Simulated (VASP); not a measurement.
# RuS2 (Laurite) (Pa-3) in VASP: notebook

Aim: see how the results for RuS2 (Laurite) move with the level of theory and the settings. Levels: LDA, PBE+D3(BJ). Tasks: dielectric tensor, equation of state.

Program: VASP 6.6.1. These are calculated values, not measurements. Logs are shortened: lines on timing, memory, paths and dates and some standing lists are left out, and cuts for length are marked.

## 1. The crystal as given

The structure is cubic, space group Pa-3 (No. 205). The conventional cell has a = 5.611 Å, b = 5.611 Å, c = 5.611 Å, α = 90.00°, β = 90.00°, γ = 90.00°. Ru (site symmetry -3) has 6 S at 2.35 Å as nearest neighbours. S (site symmetry 3) has 1 S at 2.17 Å and 3 Ru at 2.35 Å as nearest neighbours.

## 2. Dielectric tensor, LDA

INCAR reads:

```
PREC = Accurate ; ENCUT = 520
EDIFF = 1E-8 ; ISMEAR = 0
SIGMA = 0.02 ; LREAL = F
LASPH = T ; NELM = 100
ALGO = Fast ; ISIF = 2
LWAVE = F ; LCHARG = F
GGA = CA ; LEPSILON = T
KPAR = 4
```

KPOINTS reads:

```
Automatic mesh
0
Gamma
  6 6 6
```

POSCAR reads:

```
RuS2
1.0
    5.6106000000      0.0000000000      0.0000000000
    0.0000000000      5.6106000000      0.0000000000
    0.0000000000      0.0000000000      5.6106000000
Ru S
4 8
Direct
    0.0000000000      0.5000000000      0.5000000000
    0.5000000000      0.5000000000      0.0000000000
    0.5000000000      0.0000000000      0.5000000000
    0.0000000000      0.0000000000      0.0000000000
    0.3883100000      0.1116900000      0.8883100000
    0.1116900000      0.8883100000      0.3883100000
    0.8883100000      0.3883100000      0.1116900000
    0.6116900000      0.6116900000      0.6116900000
    0.6116900000      0.8883100000      0.1116900000
    0.8883100000      0.1116900000      0.6116900000
    0.1116900000      0.6116900000      0.8883100000
    0.3883100000      0.3883100000      0.3883100000
```

Potentials or basis: VASP PAW LDA potentials, release 64 (Ru_pv, S).

On the command line:

```
cat potpaw_LDA.64/Ru_pv/POTCAR potpaw_LDA.64/S/POTCAR > POTCAR
mpirun -np 4 vasp_std > vasp.out
```

OUTCAR:

```text
PREC = Accurate
   ENCUT = 520
   EDIFF = 1E-8
   ISMEAR = 0
   LREAL = F
   LASPH = T
   NELM = 100
   ISIF = 2
   GGA = CA
   LEPSILON = T

 ion  position               nearest neighbor table
   1  0.000  0.500  0.500-   6 2.35   7 2.35   8 2.35  10 2.35  11 2.35  12 2.35
   2  0.500  0.500  0.000-   5 2.35   7 2.35   8 2.35   9 2.35  11 2.35  12 2.35
   3  0.500  0.000  0.500-   5 2.35   6 2.35   8 2.35   9 2.35  10 2.35  12 2.35
   4  0.000  0.000  0.000-   5 2.35   6 2.35   7 2.35   9 2.35  10 2.35  11 2.35
   5  0.388  0.112  0.888-   9 2.17   3 2.35   4 2.35   2 2.35
   6  0.112  0.888  0.388-  10 2.17   3 2.35   4 2.35   1 2.35
   7  0.888  0.388  0.112-  11 2.17   2 2.35   4 2.35   1 2.35
   8  0.612  0.612  0.612-  12 2.17   2 2.35   3 2.35   1 2.35
   9  0.612  0.888  0.112-   5 2.17   3 2.35   4 2.35   2 2.35
  10  0.888  0.112  0.612-   6 2.17   3 2.35   4 2.35   1 2.35
  11  0.112  0.612  0.888-   7 2.17   2 2.35   4 2.35   1 2.35
  12  0.388  0.388  0.388-   8 2.17   2 2.35   3 2.35   1 2.35

  LATTYP: Found a simple cubic cell.
 ALAT       =     5.6106000000

  Lattice vectors:

 A1 = (   5.6106000000,   0.0000000000,   0.0000000000)
 A2 = (   0.0000000000,   5.6106000000,   0.0000000000)
 A3 = (   0.0000000000,   0.0000000000,   5.6106000000)

Analysis of symmetry for initial positions (statically):
=====================================================================
 Subroutine PRICEL returns:
 Original cell was already a primitive cell.

 Routine SETGRP: Setting up the symmetry group for a
 simple cubic supercell.

 Subroutine GETGRP returns: Found 24 space group operations
 (whereof  6 operations were pure point group operations)
 out of a pool of 48 trial point group operations.

The static configuration has the point symmetry S_6 .
 The point group associated with its full space group is T_h .

Analysis of symmetry for dynamics (positions and initial velocities):
=====================================================================
 Subroutine PRICEL returns:
 Original cell was already a primitive cell.

 Routine SETGRP: Setting up the symmetry group for a
 simple cubic supercell.

 Subroutine GETGRP returns: Found 24 space group operations
 (whereof  6 operations were pure point group operations)
 out of a pool of 48 trial point group operations.

The dynamic configuration has the point symmetry S_6 .
 The point group associated with its full space group is T_h .

 Subroutine INISYM returns: Found 24 space group operations
 (whereof  6 operations are pure point group operations),
 and found     1 'primitive' translations

----------------------------------------------------------------------------------------

                                     Primitive cell

  volume of cell :     176.6151

  direct lattice vectors                    reciprocal lattice vectors
     5.610600000  0.000000000  0.000000000     0.178234057  0.000000000  0.000000000
     0.000000000  5.610600000  0.000000000     0.000000000  0.178234057  0.000000000
     0.000000000  0.000000000  5.610600000     0.000000000  0.000000000  0.178234057

  length of vectors
     5.610600000  5.610600000  5.610600000     0.178234057  0.178234057  0.178234057

  position of ions in fractional coordinates (direct lattice)
     0.000000000  0.500000000  0.500000000
     0.500000000  0.500000000  0.000000000
     0.500000000  0.000000000  0.500000000
     0.000000000  0.000000000  0.000000000
     0.388310000  0.111690000  0.888310000
     0.111690000  0.888310000  0.388310000
     0.888310000  0.388310000  0.111690000
     0.611690000  0.611690000  0.611690000
     0.611690000  0.888310000  0.111690000
     0.888310000  0.111690000  0.611690000
     0.111690000  0.611690000  0.888310000
     0.388310000  0.388310000  0.388310000

  ion indices of the primitive-cell ions
   primitive index   ion index
[... 1693 lines left out ...]

  FORCE on cell =-STRESS in cart. coord.  units (eV):
  Direction    XX          YY          ZZ          XY          YZ          ZX
  --------------------------------------------------------------------------------------
  -------------------------------------------------------------------------------------
  Total       -6.9548169     -6.9548169     -6.9548169     -0.0000000      0.0000000     -0.0000000
  in kB      -63.0911382    -63.0911382    -63.0911382     -0.0000000      0.0000000     -0.0000000
  external PRESSURE =     -63.0911382 kB  Pullay stress =       0.0000000 kB

 VOLUME and BASIS-vectors are now :
 -----------------------------------------------------------------------------
  energy-cutoff  :      520.00
  volume of cell :      176.62
      direct lattice vectors                 reciprocal lattice vectors
     5.610600000  0.000000000  0.000000000     0.178234057  0.000000000  0.000000000
     0.000000000  5.610600000  0.000000000     0.000000000  0.178234057  0.000000000
     0.000000000  0.000000000  5.610600000     0.000000000  0.000000000  0.178234057

 POSITION                                       TOTAL-FORCE (eV/Angst)
 -----------------------------------------------------------------------------------
      0.00000      2.80530      2.80530         0.000000     -0.000000     -0.000000
      2.80530      2.80530      0.00000         0.000000     -0.000000     -0.000000
      2.80530      0.00000      2.80530         0.000000     -0.000000     -0.000000
      0.00000      0.00000      0.00000         0.000000     -0.000000     -0.000000
      2.17865      0.62665      4.98395        -0.179319      0.179319     -0.179319
      0.62665      4.98395      2.17865         0.179319     -0.179319     -0.179319
      4.98395      2.17865      0.62665        -0.179319     -0.179319      0.179319
      3.43195      3.43195      3.43195         0.179319      0.179319      0.179319
      3.43195      4.98395      0.62665         0.179319     -0.179319      0.179319
      4.98395      0.62665      3.43195        -0.179319      0.179319      0.179319
      0.62665      3.43195      4.98395         0.179319      0.179319     -0.179319
      2.17865      2.17865      2.17865        -0.179319     -0.179319     -0.179319
 -----------------------------------------------------------------------------------
    total drift:                                0.000000     -0.000000     -0.000000

  FREE ENERGIE OF THE ION-ELECTRON SYSTEM (eV)
  ---------------------------------------------------
  free  energy   TOTEN  =       -89.1016160032 eV

  energy  without entropy=      -89.1016160032  energy(sigma->0) =      -89.10161600

 HEAD OF MICROSCOPIC STATIC DIELECTRIC TENSOR (INDEPENDENT PARTICLE, excluding Hartree and local field effects)
 ------------------------------------------------------
          17.208670     0.000000     0.000000
           0.000000    17.208670     0.000000
           0.000000     0.000000    17.208670
 ------------------------------------------------------

 Free energy of the ion-electron system (eV)
  ---------------------------------------------------
  ---------------------------------------------------
  free energy    TOTEN  =        -7.78985910 eV

  energy without entropy =       -7.78985910

------------------------ aborting loop because EDIFF is reached ----------------------------------------

--------------------------------------- Ionic step        2  -------------------------------------------

------------------------ aborting loop because EDIFF is reached ----------------------------------------

--------------------------------------- Ionic step        3  -------------------------------------------

 Free energy of the ion-electron system (eV)
  ---------------------------------------------------
  ---------------------------------------------------
  free energy    TOTEN  =        -7.78985979 eV

  energy without entropy =       -7.78985979

------------------------ aborting loop because EDIFF is reached ----------------------------------------

 PIEZOELECTRIC TENSOR FIELD DIRECTION 3  (e Angst)
 -----------------------------------------------------------------------------
     0.01055  0.00000  0.00000           ( -0.00038  0.00000  0.00000)
     0.00000  0.01023  0.00000           (  0.00000 -0.00030  0.00000)
     0.00000  0.00000 -0.00687           (  0.00000  0.00000 -0.00076)

 PIEZOELECTRIC TENSOR FIELD DIRECTION 3  (C/m^2)
 -----------------------------------------------------------------------------
     0.00096  0.00000  0.00000
     0.00000  0.00093  0.00000
     0.00000  0.00000 -0.00062

 MACROSCOPIC STATIC DIELECTRIC TENSOR (including local field effects in DFT)
 ------------------------------------------------------
          16.654060    -0.000000     0.000000
          -0.000000    16.654060    -0.000000
          -0.000000     0.000000    16.654060
 ------------------------------------------------------

 PIEZOELECTRIC TENSOR (including local field effects)  for field in x, y, z        (e  Angst)
          XX          YY          ZZ          XY          YZ          ZX
  --------------------------------------------------------------------------------
  x     0.00000     0.00000     0.00000     0.00000     0.00000     0.00000
  y     0.00000     0.00000     0.00000     0.00000     0.00000     0.00000
  z     0.00000     0.00000     0.00000     0.00000     0.00000     0.00000

 PIEZOELECTRIC TENSOR (including local field effects)  for field in x, y, z        (C/m^2)
          XX          YY          ZZ          XY          YZ          ZX
  --------------------------------------------------------------------------------
  x     0.00000     0.00000     0.00000     0.00000     0.00000     0.00000
  y     0.00000     0.00000     0.00000     0.00000     0.00000     0.00000
  z     0.00000     0.00000     0.00000     0.00000     0.00000     0.00000

 BORN EFFECTIVE CHARGES (including local field effects) (in |e|, cummulative output)
 ---------------------------------------------------------------------------------
 ion    1
    1    -4.28026     0.39644    -0.25196
    2     0.25196    -4.28026     0.39644
    3    -0.39644     0.25196    -4.28026
 ion    2
    1    -4.28026     0.39644     0.25196
    2     0.25196    -4.28026    -0.39644
    3     0.39644    -0.25196    -4.28026
 ion    3
    1    -4.28026    -0.39644     0.25196
    2    -0.25196    -4.28026     0.39644
    3     0.39644     0.25196    -4.28026
 ion    4
    1    -4.28026    -0.39644    -0.25196
    2    -0.25196    -4.28026    -0.39644
    3    -0.39644    -0.25196    -4.28026
 ion    5
[... 16 lines left out ...]
    1     2.14013    -0.23296     0.11749
    2    -0.11749     2.14013    -0.23296
    3     0.23296    -0.11749     2.14013
 ion   10
    1     2.14013    -0.23296    -0.11749
    2    -0.11749     2.14013     0.23296
    3    -0.23296     0.11749     2.14013
 ion   11
    1     2.14013     0.23296    -0.11749
    2     0.11749     2.14013    -0.23296
    3    -0.23296    -0.11749     2.14013
 ion   12
    1     2.14013     0.23296     0.11749
    2     0.11749     2.14013     0.23296
    3     0.23296     0.11749     2.14013
```

It took 12 min on 4 MPI ranks of Intel Xeon 6975P-C (Granite Rapids), shared host; peak memory 1.4 GiB.

Results:

```
Band gap on the k mesh                  : 0.71 eV, indirect (least direct gap 0.92 eV)
Electronic dielectric tensor (diagonal) : 16.65
Born charges (mean of the diagonal)     : Ru -4.28; S +2.14 e
```

Electronic dielectric tensor:
```
16.65  0.00  0.00
 0.00 16.65  0.00
 0.00  0.00 16.65
```

Born effective charge tensors (e):
atom 1, Ru
```
-4.28  0.40 -0.25
 0.25 -4.28  0.40
-0.40  0.25 -4.28
```
atom 2, Ru
```
-4.28  0.40  0.25
 0.25 -4.28 -0.40
 0.40 -0.25 -4.28
```
atom 3, Ru
```
-4.28 -0.40  0.25
-0.25 -4.28  0.40
 0.40  0.25 -4.28
```
atom 4, Ru
```
-4.28 -0.40 -0.25
-0.25 -4.28 -0.40
-0.40 -0.25 -4.28
```
atom 5, S
```
 2.14 -0.23  0.12
-0.12  2.14 -0.23
 0.23 -0.12  2.14
```
atom 6, S
```
 2.14 -0.23 -0.12
-0.12  2.14  0.23
-0.23  0.12  2.14
```
atom 7, S
```
 2.14  0.23 -0.12
 0.12  2.14 -0.23
-0.23 -0.12  2.14
```
atom 8, S
```
2.14 0.23 0.12
0.12 2.14 0.23
0.23 0.12 2.14
```
atom 9, S
```
 2.14 -0.23  0.12
-0.12  2.14 -0.23
 0.23 -0.12  2.14
```
atom 10, S
```
 2.14 -0.23 -0.12
-0.12  2.14  0.23
-0.23  0.12  2.14
```
atom 11, S
```
 2.14  0.23 -0.12
 0.12  2.14 -0.23
-0.23 -0.12  2.14
```
atom 12, S
```
2.14 0.23 0.12
0.12 2.14 0.23
0.23 0.12 2.14
```

## 3. Equation of state, PBE+D3(BJ), 14.00 Å³/atom (a relaxed cell with its volume scaled by 0.96)

INCAR reads:

```
  PREC = Accurate
  ENCUT = 520
  EDIFF = 1E-7
  ISMEAR = 0
  SIGMA = 0.02
  LREAL = F
  LASPH = T
  NELM = 100
  ALGO = Fast
  ISIF = 2
  LWAVE = F
  LCHARG = F
  GGA = PE
  IVDW = 12
  KPAR = 4
```

KPOINTS reads:

```
Automatic mesh
0
Gamma
  4 4 4
```

POSCAR reads:

```
RuS2                                    
1.0
    5.5182998902      0.0000000000      0.0000000000
    0.0000000000      5.5182998902     -0.0000000000
    0.0000000000      0.0000000000      5.5182998902
  Ru              S             
     4     8
Direct
     0.0000000000000000    0.5000000000000000    0.5000000000000000
     0.5000000000000000    0.5000000000000000    0.0000000000000000
     0.5000000000000000    0.0000000000000000    0.5000000000000000
     0.0000000000000000    0.0000000000000000    0.0000000000000000
     0.3869960762878233    0.1130039237121766    0.8869960762878235
     0.1130039237121766    0.8869960762878235    0.3869960762878233
     0.8869960762878235    0.3869960762878233    0.1130039237121766
     0.6130039237121765    0.6130039237121765    0.6130039237121765
     0.6130039237121765    0.8869960762878235    0.1130039237121766
     0.8869960762878235    0.1130039237121766    0.6130039237121765
     0.1130039237121766    0.6130039237121765    0.8869960762878235
     0.3869960762878233    0.3869960762878233    0.3869960762878233
```

Potentials or basis: VASP PAW PBE potentials, release 64 (Ru_pv, S).

On the command line:

```
cat potpaw_PBE.64/Ru_pv/POTCAR potpaw_PBE.64/S/POTCAR > POTCAR
mpirun -np 4 vasp_std > vasp.out
```

Run time: 53 s. Hardware: 4 MPI ranks of Intel Xeon Platinum 8259CL at 2.50GHz (Skylake/Cascade Lake), shared host; peak memory 0.3 GiB.

It converged, with:

```yaml
Free_energy: -82.0423 eV
Pressure: 8.5 GPa
Largest_force: 0.018 eV/Å
Band_gap_on_the_k_mesh: 0.59 eV, indirect (least direct gap 0.85 eV)
Dispersion_energy_per_atom: -0.495 eV
```

## 4. Equation of state, PBE+D3(BJ), 14.30 Å³/atom (a relaxed cell with its volume scaled by 0.98)

INCAR is that of step 3.

KPOINTS is that of step 3.

POSCAR: that of step 3 with these lines changed.

```diff
@@ -2,5 +2,5 @@
 1.0
-    5.5182998902      0.0000000000      0.0000000000
-    0.0000000000      5.5182998902     -0.0000000000
-    0.0000000000      0.0000000000      5.5182998902
+    5.5563583335      0.0000000000      0.0000000000
+    0.0000000000      5.5563583335     -0.0000000000
+    0.0000000000      0.0000000000      5.5563583335
   Ru              S
```

On the command line:

```
cat potpaw_PBE.64/Ru_pv/POTCAR potpaw_PBE.64/S/POTCAR > POTCAR
mpirun -np 4 vasp_std > vasp.out
```

Run time: 47 s. Hardware: 4 MPI ranks of Intel Xeon Platinum 8259CL at 2.50GHz (Skylake/Cascade Lake), shared host; peak memory 0.31 GiB.

Results (log left out):

```yaml
Free_energy: -82.1793 eV
Pressure: 4.0 GPa
Largest_force: 0.007 eV/Å
Band_gap_on_the_k_mesh: 0.60 eV, indirect (least direct gap 0.85 eV)
Dispersion_energy_per_atom: -0.485 eV
```

## 5. Equation of state, PBE+D3(BJ), 14.59 Å³/atom

INCAR is that of step 4.

KPOINTS is that of step 4.

POSCAR: that of step 4 with these lines changed.

```diff
@@ -2,5 +2,5 @@
 1.0
-    5.5563583335      0.0000000000      0.0000000000
-    0.0000000000      5.5563583335     -0.0000000000
-    0.0000000000      0.0000000000      5.5563583335
+    5.5939024341      0.0000000000      0.0000000000
+    0.0000000000      5.5939024341     -0.0000000000
+    0.0000000000      0.0000000000      5.5939024341
   Ru              S
```

On the command line:

```
cat potpaw_PBE.64/Ru_pv/POTCAR potpaw_PBE.64/S/POTCAR > POTCAR
mpirun -np 4 vasp_std > vasp.out
```

Wall time 44 s (4 MPI ranks of Intel Xeon Platinum 8259CL at 2.50GHz (Skylake/Cascade Lake), shared host); peak memory 0.31 GiB.

The run converged. Its results:

```yaml
Free_energy: -82.2234 eV
Pressure: 0.0 GPa
Band_gap_on_the_k_mesh: 0.61 eV, indirect (least direct gap 0.84 eV)
Dispersion_energy_per_atom: -0.475 eV
```

## 6. Equation of state, PBE+D3(BJ), 14.88 Å³/atom (a relaxed cell with its volume scaled by 1.02)

INCAR is that of step 5.

KPOINTS is that of step 5.

POSCAR: that of step 5 with these lines changed.

```diff
@@ -2,5 +2,5 @@
 1.0
-    5.5939024341      0.0000000000      0.0000000000
-    0.0000000000      5.5939024341     -0.0000000000
-    0.0000000000      0.0000000000      5.5939024341
+    5.6309492252      0.0000000000      0.0000000000
+    0.0000000000      5.6309492252     -0.0000000000
+    0.0000000000      0.0000000000      5.6309492252
   Ru              S
```

Potentials or basis: VASP PAW PBE potentials, release 64 (Ru_pv, S).

On the command line:

```
cat potpaw_PBE.64/Ru_pv/POTCAR potpaw_PBE.64/S/POTCAR > POTCAR
mpirun -np 4 vasp_std > vasp.out
```

Run time: 45 s. Hardware: 4 MPI ranks of Intel Xeon Platinum 8259CL at 2.50GHz (Skylake/Cascade Lake), shared host; peak memory 0.3 GiB.

The run converged. Its results:

| Property | Result |
| --- | --- |
| Free energy | -82.1855 eV |
| Pressure | -3.6 GPa |
| Largest force | 0.009 eV/Å |
| Band gap on the k mesh | 0.62 eV, indirect (least direct gap 0.84 eV) |
| Dispersion energy per atom | -0.466 eV |

## 7. Equation of state, PBE+D3(BJ), 15.17 Å³/atom (a relaxed cell with its volume scaled by 1.04)

INCAR is that of step 6.

KPOINTS is that of step 6.

POSCAR: that of step 6 with these lines changed.

```diff
@@ -2,5 +2,5 @@
 1.0
-    5.6309492252      0.0000000000      0.0000000000
-    0.0000000000      5.6309492252     -0.0000000000
-    0.0000000000      0.0000000000      5.6309492252
+    5.6675148551      0.0000000000      0.0000000000
+    0.0000000000      5.6675148551     -0.0000000000
+    0.0000000000      0.0000000000      5.6675148551
   Ru              S
```

On the command line:

```
cat potpaw_PBE.64/Ru_pv/POTCAR potpaw_PBE.64/S/POTCAR > POTCAR
mpirun -np 4 vasp_std > vasp.out
```

It took 45 s on 4 MPI ranks of Intel Xeon Platinum 8259CL at 2.50GHz (Skylake/Cascade Lake), shared host; peak memory 0.31 GiB.

Results (log left out):

```yaml
Free_energy: -82.0743 eV
Pressure: -6.7 GPa
Largest_force: 0.014 eV/Å
Band_gap_on_the_k_mesh: 0.62 eV, indirect (least direct gap 0.84 eV)
Dispersion_energy_per_atom: -0.457 eV
```

## 8. Equation of state, PBE+D3(BJ)

This run uses another cell than the first one, of 14.59 Å³/atom, 0.991 times its volume.

This step only gathers the single runs of the series.

What came out:

```
Equilibrium volume                        : 14.59 Å³/atom
Bulk modulus at fixed shape and positions : 188 GPa
Pressure derivative of the bulk modulus   : 5.0 (rough: it moves with the points fitted)
```

Energy against volume, from the lowest point:
```csv
volume (Å³/atom),energy (meV/atom)
14.003,15.09
14.295,3.67
14.587,0.00
14.879,3.16
15.170,12.43
```

Caveat: the cell was scaled at fixed shape and fractional positions, which overstates the stiffness of a crystal with free parameters, most of all of layers and chains.
